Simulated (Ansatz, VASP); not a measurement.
HgTe in VASP and in Ansatz

File INCAR:

```
SYSTEM = HgTe
PREC     = Accurate       ! precision mode
ENCUT    = 520            ! plane-wave cutoff, eV
EDIFF    = 1E-7           ! SCF threshold, eV
ISMEAR   = -1             ! smearing method
SIGMA    = 0.05           ! smearing width, eV
LREAL    = .False.        ! projectors in reciprocal space
LASPH    = .True.         ! aspherical terms in the spheres
NELM     = 100            ! most SCF steps
ALGO     = Normal         ! electronic algorithm
ISIF     = 2              ! what is computed and relaxed
LWAVE    = .False.        ! write WAVECAR
LCHARG   = .False.        ! write CHGCAR
GGA      = PE             ! functional
NBANDS   = 16             ! bands
```

KPOINTS

```
Automatic mesh
0
Gamma
  7 7 7
  0 0 0
```

The input POSCAR:

```
HgTe
1.0
    0.0000000000      3.2010602164      3.2010602164
    3.2010602164      0.0000000000      3.2010602164
    3.2010602164      3.2010602164      0.0000000000
Hg Te
1 1
Direct
    0.0000000000      0.0000000000      0.0000000000
    0.5000000000      0.5000000000      0.5000000000
```

The input input.yaml:

```yaml
crystal:
  lattice:
    - [0.0, 3.2010602164, 3.2010602164]
    - [3.2010602164, 0.0, 3.2010602164]
    - [3.2010602164, 3.2010602164, 0.0]
  atoms:
    - { symbol: Hg, position: [0.0, 0.0, 0.0] }
    - { symbol: Te, position: [0.5, 0.5, 0.5] }
hamiltonian:
  xc: pbe
  pseudopotentials: { kind: paw }
kpoints:
  mp_grid: { grid: [7, 7, 7] }
scf:
  occupations: { method: fermi_dirac, width: 0.05 }
output:
  forces: true
  stress: true
  eigenvalues: true
  write_density: true
  write_potential: true
  elf: true
  volumetric_format: npy
```

Measurements of this composition are mostly on another form, of space group No. 216.

Alike in both runs: task single point; functional PBE; k mesh 7 × 7 × 7; occupations fermi-dirac, width 0.05 eV; no spin polarisation.

|  | VASP | Ansatz |
| --- | --- | --- |
| version | VASP 6.6.1 | Ansatz 0.2.0 |
| potentials or method | VASP PAW PBE potentials, release 64 (Hg, Te) | Ansatz PAW |
| plane-wave cutoff (eV) | 520 | 420 |
| valence electrons in the cell | 18 | 36 |

```csv
,VASP,Ansatz,Ansatz less VASP
gap on the k mesh at the Fermi level (eV),none,none,-
pressure (GPa),-4.1,-4.2,-0.05
```

A gap of «none» marks a metal or a gap that the smearing closes. The functional is the same, so the differences come from potentials, cutoffs and numerics. The two sets of potentials don't hold the same shells in valence.

Spin-orbit coupling is left out, which matters for the levels of Hg, Te.
